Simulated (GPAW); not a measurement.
## 1 ML Co on Ag(111), fcc site, 2 substrate layers: cost and accuracy of the functional

How far do the magnetic results of 1 ML Co on Ag(111), fcc site, 2 substrate layers hang on the functional?

Calculated with GPAW 26.7.0; several functionals; plane waves with GPAW's PAW setups, scalar-relativistic.

## (1) The structure

The cell holds 3 atoms: 2 Ag and 1 Co. Its edges and angles: a = 2.889 Å, b = 2.889 Å, c = 18.475 Å, α = 90.0°, β = 90.0°, γ = 120.0°. pseudomorphic film on the substrate's lattice, hard-sphere layer spacings, unrelaxed, 14 A of vacuum. Vacuum lies along c.

## (2) Set 1 (LDA), start ferro +

Each set takes another functional on the same cell and mesh.

Contents of order1.py:

```python
import json
import numpy as np
from ase import Atoms
from ase.parallel import paropen, parprint
from gpaw import GPAW

atoms = Atoms(['Ag', 'Ag', 'Co'],
    cell=[[2.888885, 0.0, 0.0],
         [-1.444442, 2.501848, 0.0],
         [0.0, 0.0, 18.474925]],
    scaled_positions=[[0.0, 0.0, 0.378892],
         [0.666667, 0.333333, 0.506566],
         [0.333333, 0.666667, 0.621108]],
    pbc=True,
    magmoms=[0.0, 0.0, 2.0])
atoms.calc = GPAW(mode={'name': 'pw', 'ecut': 550},
    xc='LDA',
    kpts={'size': (12, 12, 1), 'gamma': True},
    occupations={'name': 'fermi-dirac', 'width': 0.05},
    convergence={'density': 1e-05, 'energy': 1e-05},
    maxiter=200,
    symmetry={'tolerance': 1e-4},
    txt='order1.txt')
e = atoms.get_potential_energy(force_consistent=True)
res = {'free_energy': e, 'energy_sigma0': atoms.get_potential_energy(), 'fermi_energy': atoms.calc.get_fermi_level()}
res['moments'] = atoms.get_magnetic_moments().tolist()
res['total'] = atoms.get_magnetic_moment()
parprint('site moments (muB):', np.round(res['moments'], 3))
parprint(f"total moment: {res['total']:.3f} muB")
parprint(f'free energy: {e:.6f} eV')
atoms.calc.write('order1.gpw')
with paropen('results.json', 'w') as f:
    json.dump(res, f)
```

Command:

```sh
OMP_NUM_THREADS=1 mpirun -n 4 gpaw python order1.py > order1.log
```

Numbers of over 12 decimals in the logs are rounded to 6 here.

Log:

```text
site moments (muB): [5.000e-03 1.000e-03 1.891e+00]
total moment: 1.895 muB
free energy: -14.391757 eV

--- order1.txt ---
Input parameters:
  mode=PW(ecut=550),
  convergence={'density': 1e-05, 'energy': 1e-05},
  kpts=MonkhorstPack(size=(12, 12, 1), gamma=True),
  maxiter=200,
  occupations=Occupations(name='fermi-dirac', width=0.05),
  symmetry=Symmetry(tolerance=0.0001),
  xc=XC(name='LDA')

Diagonalizing LCAO Hamiltonian
Converting LCAO to pw mode

        Co

           Ag

       Ag

Atoms  # Å, Bohr magnetons
|   | symbol |         x |        y |         z |    initial magnetic moments |
|---|--------|-----------|----------|-----------|-----------------------------|
| 0 |     Ag |  0.000000 | 0.000000 |  7.000001 | ( 0.0000,  0.0000,  0.0000) |
| 1 |     Ag |  1.444444 | 0.833948 |  9.358769 | ( 0.0000,  0.0000,  0.0000) |
| 2 |     Co | -0.000001 | 1.667900 | 11.474924 | ( 0.0000,  0.0000,  2.0000) |

Unit cell  # Å
| periodic |         x |        y |         z |   lengths |     angles |
|----------|-----------|----------|-----------|-----------|------------|
|      yes |  2.888885 | 0.000000 |  0.000000 |  2.888885 |  90.000000 |
|      yes | -1.444442 | 2.501848 |  0.000000 |  2.888885 |  90.000000 |
|      yes |  0.000000 | 0.000000 | 18.474925 | 18.474925 | 119.999989 |

Number of symmetries: 6

BZ-sampling:
  Number of BZ points: 144
  Number of IBZ points: 19

  Monkhorst-Pack size: [12, 12, 1]
  Monkhorst-Pack shift: [0.041667, 0.041667, 0.0]

Plane wave coefficients: 3995
Cutoff: 550.0 eV

Spin-components: 2 (collinear spins)
Bands:           31
Projectors:      18
Spin-degeneracy: 1
Datatype:        complex128

Parallelization:
  kpt:    4
  domain: 1
  band:   1

Density:
  Valence electrons: 43.0
  Components: 2
  Grid points: [ 16  16 100]
  Charge: 0.0  # |e|

Potential:
  Grid points: [ 16  16 100]

[... setups left out ...]
Reference energy: -326767.331211  # eV

eigensolver:
  PPCG
  Converge bands: occupied
  niter=2

density mixing:
  MSR1-Mixer
  Pratt-step length: 0.05
  Maximum mixing coefficient: 0.75
  Old densities: 10
  SVD Regularization: 0.005
  Good broyden scale: 1.0
  Trust region scale: 1.0
  Backstep threshold: 4.0
  History deletion threshold: 6.0
  Fourier metric: weight=20.0, sigma=0.015

occupation numbers:
  Fermi-Dirac:
    width: 0.0500  # eV

poisson solver:
  ecut: 4400.0  # eV

xc functional:
  name: None

convergence criteria:
- Maximum integral of absolute [dens]ity change: 1e-05 electrons / valence electron
- Maximum [total energy] change in last 3 cyles: 1e-05 eV / valence electron
- Maximum integral of absolute [eigenst]ate change: 4e-08 eV^2 / valence electron
maximum number of iterations: 200

SCF iterations
|iter     |      energy | eigst |  dens |  magmom |
|---------|-------------|-------|-------|---------|
|iter:   1|       0s |  -18.602689 | -0.11 |       |  +2.0018|
|iter:   2|       1s |  -16.726995 | -1.03 | -0.79 |  +1.9084|
|iter:   3|       2s |  -14.865732 | -1.73 | -0.99 |  +1.9365|
|iter:   4|       2s |  -14.607970 | -2.25 | -1.30 |  +1.9433|
|iter:   5|       3s |  -14.424397 | -2.11 | -1.38 |  +1.9233|
|iter:   6|       3s |  -14.390503 | -2.68 | -1.65 |  +1.9212|
|iter:   7|       4s |  -14.377727 | -3.00 | -1.76 |  +1.9210|
|iter:   8|       4s |  -14.377211 | -3.74 | -1.98 |  +1.9051|
|iter:   9|       5s |  -14.376787 | -3.63 | -2.10 |  +1.8736|
|iter:  10|       5s |  -14.376871c| -4.10 | -2.45 |  +1.8710|
|iter:  11|       6s |  -14.377203c| -4.87 | -2.77 |  +1.8788|
|iter:  12|       6s |  -14.377104c| -5.09 | -2.82 |  +1.8878|
|iter:  13|       7s |  -14.377072c| -5.58 | -3.20 |  +1.8917|
|iter:  14|       8s |  -14.377072c| -6.49 | -3.63 |  +1.8936|
|iter:  15|       8s |  -14.377061c| -7.01 | -3.79 |  +1.8949|
|iter:  16|       9s |  -14.377063c| -7.96c| -4.37 |  +1.8950|
|iter:  17|       9s |  -14.377062c| -7.85c| -4.75 |  +1.8952|
|iter:  18|       9s |  -14.377062c| -8.61c| -5.20c|  +1.8953|

Converged in 18 steps
Energy contributions relative to reference atoms: (reference = -326767.331211)

Energy contributions:
  Kinetic:          -4.099433
  Coulomb:           1.993431
  Zero:              0.195910
  External:          0.000000
  Xc:              -12.452276
  Entropy:          -0.029390
  Spinorbit:         0.000000
  ----------------------------
  Free energy:     -14.391757
  Extrapolated:    -14.377062

dipole moment: (-3.889994, -8.227089, -0.018876)  # |e|*Ang

Total magnetic moment: (0.000000, 0.000000, 1.895314)

Local magnetic moments
|        x |        y |        z |
|----------|----------|----------|
| 0.000000 | 0.000000 | 0.005168 |  # Ag   0
| 0.000000 | 0.000000 | 0.001383 |  # Ag   1
| 0.000000 | 0.000000 | 1.890719 |  # Co   2

Fermi level: -0.403
Eigenvalues  # (at kpt = [-0.000, -0.000, 0.000])
| band index |      eig [eV] | occ [0-1] |      eig [eV] | occ [0-1] |
|------------|---------------|-----------|---------------|-----------|
|          0 |       -55.759 |     1.000 |       -55.737 |     1.000 |
|        ... |               |           |               |           |
|         15 |        -4.094 |     1.000 |        -4.052 |     1.000 |
|         16 |        -3.501 |     1.000 |        -3.476 |     1.000 |
|         17 |        -3.501 |     1.000 |        -3.476 |     1.000 |
|         18 |        -2.838 |     1.000 |        -2.018 |     1.000 |
|         19 |        -2.361 |     1.000 |        -0.820 |     1.000 |
|         20 |        -2.361 |     1.000 |        -0.682 |     0.996 |
|         21 |        -1.947 |     1.000 |        -0.682 |     0.996 |
|         22 |        -1.947 |     1.000 |        -0.015 |     0.000 |
|         23 |        -1.476 |     1.000 |        -0.015 |     0.000 |
|         24 |         0.249 |     0.000 |         0.294 |     0.000 |
|         25 |         4.083 |     0.000 |         4.117 |     0.000 |
|         26 |         4.812 |     0.000 |         4.831 |     0.000 |
|         27 |         5.417 |     0.000 |         5.466 |     0.000 |
|         28 |         7.701 |     0.000 |         7.728 |     0.000 |
|         29 |         7.932 |     0.000 |         7.997 |     0.000 |
|         30 |        11.234 |     0.000 |        11.257 |     0.000 |

No gap
No difference between direct/indirect transitions
```

Elapsed: 12 s, on 4 MPI ranks of AMD EPYC 9R45, shared host; peak memory 0.94 GiB; 49 s of CPU time.

Spin moment in the augmentation sphere by atom:

```tsv
atom	spin moment in the augmentation sphere (μB)
Ag1	0.01
Ag2	0.00
Co3	1.89
```

Read from the output:

```yaml
magnetization: 1.895 μB
final_state: ferromagnetic
```

After 18 cycles the largest moment stands at 1.89 μB.

## (3) Set 1 (LDA), start antiferro q=(0,1/2,0) +-

The second start gives the energy difference between the two end states, the quantity that is followed from set to set. Its q is in fractions of the reciprocal vectors of the first run's cell.

Contents of order2.py:

```python
import json
import numpy as np
from ase import Atoms
from ase.parallel import paropen, parprint
from gpaw import GPAW

atoms = Atoms(['Ag', 'Ag', 'Ag', 'Ag', 'Co', 'Co'],
    cell=[[2.888885, 0.0, 0.0],
         [-2.888884, 5.003696, 0.0],
         [0.0, 0.0, 18.474925]],
    scaled_positions=[[0.0, 0.0, 0.378892],
         [0.0, 0.5, 0.378892],
         [0.666667, 0.1666665, 0.506566],
         [0.666667, 0.6666665, 0.506566],
         [0.333333, 0.3333335, 0.621108],
         [0.333333, 0.8333335, 0.621108]],
    pbc=True,
    magmoms=[0.0, 0.0, 0.0, 0.0, 2.0, -2.0])
atoms.calc = GPAW(mode={'name': 'pw', 'ecut': 550},
    xc='LDA',
    kpts={'size': (12, 6, 1), 'gamma': True},
    occupations={'name': 'fermi-dirac', 'width': 0.05},
    convergence={'density': 1e-05, 'energy': 1e-05},
    maxiter=200,
    symmetry={'tolerance': 1e-4},
    txt='order2.txt')
e = atoms.get_potential_energy(force_consistent=True)
res = {'free_energy': e, 'energy_sigma0': atoms.get_potential_energy(), 'fermi_energy': atoms.calc.get_fermi_level()}
res['moments'] = atoms.get_magnetic_moments().tolist()
res['total'] = atoms.get_magnetic_moment()
parprint('site moments (muB):', np.round(res['moments'], 3))
parprint(f"total moment: {res['total']:.3f} muB")
parprint(f'free energy: {e:.6f} eV')
atoms.calc.write('order2.gpw')
with paropen('results.json', 'w') as f:
    json.dump(res, f)
```

Command:

```sh
OMP_NUM_THREADS=1 mpirun -n 4 gpaw python order2.py > order2.log
```

Log:

```text
site moments (muB): [ 0.003 -0.003  0.008 -0.008  1.734 -1.734]
total moment: 0.000 muB
free energy: -28.497778 eV

--- order2.txt ---
Input parameters:
  mode=PW(ecut=550),
  convergence={'density': 1e-05, 'energy': 1e-05},
  kpts=MonkhorstPack(size=(12, 6, 1), gamma=True),
  maxiter=200,
  occupations=Occupations(name='fermi-dirac', width=0.05),
  symmetry=Symmetry(tolerance=0.0001),
  xc=XC(name='LDA')

Diagonalizing LCAO Hamiltonian
Converting LCAO to pw mode

          Co
            Co

             Ag
               Ag

         Ag
           Ag

Atoms  # Å, Bohr magnetons
|   | symbol |         x |        y |         z |    initial magnetic moments |
|---|--------|-----------|----------|-----------|-----------------------------|
| 0 |     Ag |  0.000000 | 0.000000 |  7.000001 | ( 0.0000,  0.0000,  0.0000) |
| 1 |     Ag | -1.444442 | 2.501848 |  7.000001 | ( 0.0000,  0.0000,  0.0000) |
| 2 |     Ag |  1.444444 | 0.833948 |  9.358769 | ( 0.0000,  0.0000,  0.0000) |
| 3 |     Ag |  0.000002 | 3.335796 |  9.358769 | ( 0.0000,  0.0000,  0.0000) |
| 4 |     Co | -0.000001 | 1.667900 | 11.474924 | ( 0.0000,  0.0000,  2.0000) |
| 5 |     Co | -1.444443 | 4.169748 | 11.474924 | ( 0.0000,  0.0000, -2.0000) |

Number of symmetries: 1

BZ-sampling:
  Number of BZ points: 72
  Number of IBZ points: 38

  Monkhorst-Pack size: [12, 6, 1]
  Monkhorst-Pack shift: [0.041667, 0.083333, 0.0]

Plane wave coefficients: 7859
Cutoff: 550.0 eV

Spin-components: 2 (collinear spins)
Bands:           56
Projectors:      36
Spin-degeneracy: 1
Datatype:        complex128

Parallelization:
  kpt:    4
  domain: 1
  band:   1

[...]
Converged in 20 steps
Energy contributions relative to reference atoms: (reference = -653534.662422)

Energy contributions:
  Kinetic:          -7.337466
  Coulomb:           3.395354
  Zero:              0.388209
  External:          0.000000
  Xc:              -24.844853
  Entropy:          -0.099022
  Spinorbit:         0.000000
  ----------------------------
  Free energy:     -28.497778
  Extrapolated:    -28.448267

dipole moment: (-7.756667, -16.463205, -0.022629)  # |e|*Ang

Total magnetic moment: (0.000000, 0.000000, 0.000002)

Local magnetic moments
|        x |        y |         z |
|----------|----------|-----------|
| 0.000000 | 0.000000 |  0.003232 |  # Ag   0
| 0.000000 | 0.000000 | -0.003232 |  # Ag   1
| 0.000000 | 0.000000 |  0.008420 |  # Ag   2
| 0.000000 | 0.000000 | -0.008420 |  # Ag   3
| 0.000000 | 0.000000 |  1.733726 |  # Co   4
| 0.000000 | 0.000000 | -1.733724 |  # Co   5

Fermi level: -0.353
Eigenvalues  # (at kpt = [-0.000, 0.000, 0.000])
| band index |      eig [eV] | occ [0-1] |      eig [eV] | occ [0-1] |
|------------|---------------|-----------|---------------|-----------|
|          0 |       -55.694 |     1.000 |       -55.694 |     1.000 |
|        ... |               |           |               |           |
|         35 |        -2.433 |     1.000 |        -2.433 |     1.000 |
|         36 |        -2.165 |     1.000 |        -2.165 |     1.000 |
|         37 |        -1.945 |     1.000 |        -1.945 |     1.000 |
|         38 |        -1.791 |     1.000 |        -1.790 |     1.000 |
[...]
|         48 |         1.462 |     0.000 |         1.462 |     0.000 |
|         49 |         3.836 |     0.000 |         3.836 |     0.000 |
|         50 |         4.090 |     0.000 |         4.090 |     0.000 |
|        ... |               |           |               |           |
|         55 |         7.705 |     0.000 |         7.705 |     0.000 |

No gap
No difference between direct/indirect transitions
```

Run time: 80 s. Hardware: 4 MPI ranks; peak memory 1.8 GiB.

Spin moment in the augmentation sphere by atom:

```tsv
atom	spin moment in the augmentation sphere (μB)
Ag1	0.00
Ag2	0.00
Ag3	0.01
Ag4	-0.01
Co5	1.73
Co6	-1.73
```

Numbers from this step:

```yaml
magnetization: 0 μB
final_state: antiferromagnetic
```

This start lies +142.9 meV a seeded atom from the first; its largest moment is 1.73 μB.

## (4) Set 2 (revPBE), start ferro +

order1.py is the script of step 2 with these lines changed:

```diff
@@ -16,3 +16,3 @@
 atoms.calc = GPAW(mode={'name': 'pw', 'ecut': 550},
-    xc='LDA',
+    xc='revPBE',
     kpts={'size': (12, 12, 1), 'gamma': True},
```

Command:

```sh
OMP_NUM_THREADS=1 mpirun -n 4 gpaw python order1.py > order1.log
```

Log:

```text
site moments (muB): [ 0.003 -0.007  1.954]
total moment: 1.886 muB
free energy: -10.794821 eV

--- order1.txt ---
Input parameters:
  mode=PW(ecut=550),
  convergence={'density': 1e-05, 'energy': 1e-05},
  kpts=MonkhorstPack(size=(12, 12, 1), gamma=True),
  maxiter=200,
  occupations=Occupations(name='fermi-dirac', width=0.05),
  symmetry=Symmetry(tolerance=0.0001),
  xc=XC(name='revPBE')

[...]
|         17 |        -3.140 |     1.000 |        -3.112 |     1.000 |
|         18 |        -2.299 |     1.000 |        -1.638 |     1.000 |
[...]
|         27 |         5.608 |     0.000 |         5.631 |     0.000 |
|         28 |         7.883 |     0.000 |         7.885 |     0.000 |
|         29 |         8.134 |     0.000 |         8.145 |     0.000 |
|         30 |        11.459 |     0.000 |        11.455 |     0.000 |

No gap
No difference between direct/indirect transitions

[key lines of the parts left out:]
Free energy:     -10.794821
Converged in 20 steps
dipole moment: (-3.886789, -8.136752, -0.035598)  # |e|*Ang
Fermi level: 0.039
```

Run time: 14 s. Hardware: 4 MPI ranks; peak memory 0.97 GiB; 56 s of CPU time.

Read from the output:

```yaml
magnetization: 1.886 μB
final_state: ferromagnetic
largest_moment: 1.954 μB
```

The largest moment moves by +0.06 μB from set 1, at 1.1 times its CPU time.

## (5) Set 2 (revPBE), start antiferro q=(0,1/2,0) +-

order2.py is the script of step 3 with these lines changed:

```diff
@@ -19,3 +19,3 @@
 atoms.calc = GPAW(mode={'name': 'pw', 'ecut': 550},
-    xc='LDA',
+    xc='revPBE',
     kpts={'size': (12, 6, 1), 'gamma': True},
```

Command:

```sh
OMP_NUM_THREADS=1 mpirun -n 4 gpaw python order2.py > order2.log
```

Log:

```text
site moments (muB): [ 0.004 -0.004  0.006 -0.006  1.877 -1.877]
total moment: -0.000 muB
free energy: -21.336219 eV

--- order2.txt ---
Input parameters:
  mode=PW(ecut=550),
  convergence={'density': 1e-05, 'energy': 1e-05},
  kpts=MonkhorstPack(size=(12, 6, 1), gamma=True),
  maxiter=200,
  occupations=Occupations(name='fermi-dirac', width=0.05),
  symmetry=Symmetry(tolerance=0.0001),
  xc=XC(name='revPBE')

[...]
|         38 |        -1.498 |     1.000 |        -1.498 |     1.000 |
[...]
|         48 |         2.031 |     0.000 |         2.031 |     0.000 |
|         49 |         4.085 |     0.000 |         4.085 |     0.000 |
|         50 |         4.420 |     0.000 |         4.420 |     0.000 |
|        ... |               |           |               |           |
|         55 |         7.850 |     0.000 |         7.850 |     0.000 |

No gap
No difference between direct/indirect transitions

[key lines of the parts left out:]
Free energy:     -21.336219
Converged in 49 steps
dipole moment: (-7.765932, -16.280512, -0.011600)  # |e|*Ang
Fermi level: 0.266
```

Wall time 3.3 min (4 MPI ranks); peak memory 1.8 GiB.

Numbers from this step:

```yaml
magnetization: 0 μB
final_state: antiferromagnetic
largest_moment: 1.877 μB
```

This start lies +126.7 meV a seeded atom from the first, a change of -16.2 meV since set 1; its largest moment is 1.88 μB.

## (6) Set 3 (PBE), start ferro +

order1.py is the script of step 4 with these lines changed:

```diff
@@ -16,3 +16,3 @@
 atoms.calc = GPAW(mode={'name': 'pw', 'ecut': 550},
-    xc='revPBE',
+    xc='PBE',
     kpts={'size': (12, 12, 1), 'gamma': True},
```

Command:

```sh
OMP_NUM_THREADS=1 mpirun -n 4 gpaw python order1.py > order1.log
```

Log:

```text
site moments (muB): [ 0.003 -0.006  1.938]
total moment: 1.884 muB
free energy: -11.857380 eV

--- order1.txt ---
Input parameters:
  mode=PW(ecut=550),
  convergence={'density': 1e-05, 'energy': 1e-05},
  kpts=MonkhorstPack(size=(12, 12, 1), gamma=True),
  maxiter=200,
  occupations=Occupations(name='fermi-dirac', width=0.05),
  symmetry=Symmetry(tolerance=0.0001),
  xc=XC(name='PBE')

Diagonalizing LCAO Hamiltonian
[...]
|         17 |        -3.233 |     1.000 |        -3.206 |     1.000 |
|         18 |        -2.414 |     1.000 |        -1.749 |     1.000 |
[...]
|         27 |         5.576 |     0.000 |         5.602 |     0.000 |
|         28 |         7.858 |     0.000 |         7.861 |     0.000 |
|         29 |         8.114 |     0.000 |         8.137 |     0.000 |
|         30 |        11.422 |     0.000 |        11.424 |     0.000 |

No gap
No difference between direct/indirect transitions

[key lines of the parts left out:]
Free energy:     -11.857380
Converged in 20 steps
dipole moment: (-3.886528, -8.154439, -0.031925)  # |e|*Ang
Fermi level: -0.081
```

Wall time 14 s (4 MPI ranks); peak memory 0.97 GiB; 56 s of CPU time.

This step gave:

| Item | Value |
| --- | --- |
| magnetization | 1.884 μB |
| final state | ferromagnetic |
| largest moment | 1.938 μB |

The largest moment moves by -0.02 μB from set 2, at 1.0 times its CPU time.

## (7) Set 3 (PBE), start antiferro q=(0,1/2,0) +-

order2.py is the script of step 5 with these lines changed:

```diff
@@ -19,3 +19,3 @@
 atoms.calc = GPAW(mode={'name': 'pw', 'ecut': 550},
-    xc='revPBE',
+    xc='PBE',
     kpts={'size': (12, 6, 1), 'gamma': True},
```

Command:

```sh
OMP_NUM_THREADS=1 mpirun -n 4 gpaw python order2.py > order2.log
```

Log:

```text
AssertionError: {'density': np.True_, 'energy': np.True_, 'eigenstates': True}

--- order2.txt ---
Input parameters:
  mode=PW(ecut=550),
  convergence={'density': 1e-05, 'energy': 1e-05},
  kpts=MonkhorstPack(size=(12, 6, 1), gamma=True),
  maxiter=200,
  occupations=Occupations(name='fermi-dirac', width=0.05),
  symmetry=Symmetry(tolerance=0.0001),
  xc=XC(name='PBE')

Diagonalizing LCAO Hamiltonian
Converting LCAO to pw mode

          Co
            Co

             Ag
               Ag

         Ag
           Ag

Atoms  # Å, Bohr magnetons
[...]
[... 30 iterations left out ...]
|iter:  41|     160s |  -23.425120c| -5.57 | -3.87 |  -0.0000|
|iter:  42|     164s |  -23.425350c| -4.87 | -4.06 |  -0.0000|
|iter:  43|     168s |  -23.425285c| -6.24 | -3.90 |  -0.0000|
|iter:  44|     172s |  -23.425335c| -5.65 | -4.50 |  +0.0000|
|iter:  45|     176s |  -23.425336c| -6.18 | -4.18 |  +0.0000|
|iter:  46|     180s |  -23.425332c| -7.34 | -4.52 |  +0.0000|
|iter:  47|     184s |  -23.425194c| -7.05 | -4.97 |  -0.0000|
|iter:  48|     186s |  -23.425254c| -7.50c| -4.79 |  -0.0000|
|iter:  49|     190s |  -23.425901c| -7.18 | -5.12c|  -0.0001|
|iter:  50|     194s |  -23.425333c| -7.02 | -3.91 |  -0.0000|
```

The job ended after 3.6 min (4 MPI ranks; peak memory 1.8 GiB).

The run ended with an error.

The program's message: “AssertionError: {'density': np.True_, 'energy': np.True_, 'eigenstates': True}”

[end of part 1 of 2]

[Logs and program files are shortened in this print: banners, set-up blocks, solver, clock and traceback lines can be left out without a mark of their own.]

[Logs are printed without paths, hosts, clocks, repeated set-up lines and the standing remarks that a program may print on its own settings, such as how far it seeks lower states.]

[Hosts, paths, dates, database ids (printed as entryN), source tags and the programs' standing remarks are cut or masked in the printed files.]

[Where a cell is said to come from a database of computed structures, the database is the Materials Project.]
